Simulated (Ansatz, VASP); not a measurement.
BeS in VASP and in Ansatz

Contents of INCAR:

```
PREC = Accurate
ENCUT = 520
EDIFF = 1E-7
ISMEAR = 0
SIGMA = 0.02
LREAL = F
LASPH = T
NELM = 100
ALGO = Normal
ISIF = 2
LWAVE = F
LCHARG = F
GGA = PE
NBANDS = 11
```

File KPOINTS:

```
Automatic mesh
0
Gamma
  8 8 8
```

The input POSCAR:

```
BeS
1.0
    0.0000000000      2.3362186295      2.3362186295
    2.3362186295      0.0000000000      2.3362186295
    2.3362186295      2.3362186295      0.0000000000
Be S
1 1
Direct
    0.0000000000      0.0000000000      0.0000000000
    0.2500000000      0.2500000000      0.2500000000
```

Input for Ansatz:

```yaml
crystal:
  lattice:
    - [0.0, 2.3362186295, 2.3362186295]
    - [2.3362186295, 0.0, 2.3362186295]
    - [2.3362186295, 2.3362186295, 0.0]
  atoms:
    - { symbol: Be, position: [0.0, 0.0, 0.0] }
    - { symbol: S, position: [0.25, 0.25, 0.25] }
basis:
  ecutwfc: 420
kpoints:
  mp_grid: { grid: [8, 8, 8] }
hamiltonian:
  xc: pbe
scf:
  occupations: { method: gaussian, width: 0.02 }
output:
  forces: true
  stress: true
  eigenvalues: true
```

Alike in both runs: task single point; functional PBE; k mesh 8 × 8 × 8; occupations gaussian, width 0.02 eV; no spin polarisation.

|  | VASP | Ansatz |
| --- | --- | --- |
| version | VASP 6.6.1 | Ansatz 0.2.0 |
| potentials or method | VASP PAW PBE potentials, release 64 (Be, S) | scalar-relativistic, plane waves, PAW |
| plane-wave cutoff (eV) | 520 | 420 |
| valence electrons in the cell | 8 | 8 |

|  | VASP | Ansatz | Ansatz less VASP |
| --- | --- | --- | --- |
| gap on the k mesh at the Fermi level (eV) | 2.83 | 2.83 | -0.001 |
| least direct gap on the mesh (eV) | 5.59 | 5.57 | -0.021 |
| pressure (GPa) | 15.1 | 15.1 | +0.02 |

The functional is the same, so the differences come from potentials, cutoffs and numerics.

Caveats: so large a pressure means that the cell lies far from this level's equilibrium, or that cutoff or potentials fall short (VASP). A k mesh can miss the band edges. PBE gaps usually lie below the measured ones, often by a third to a half.
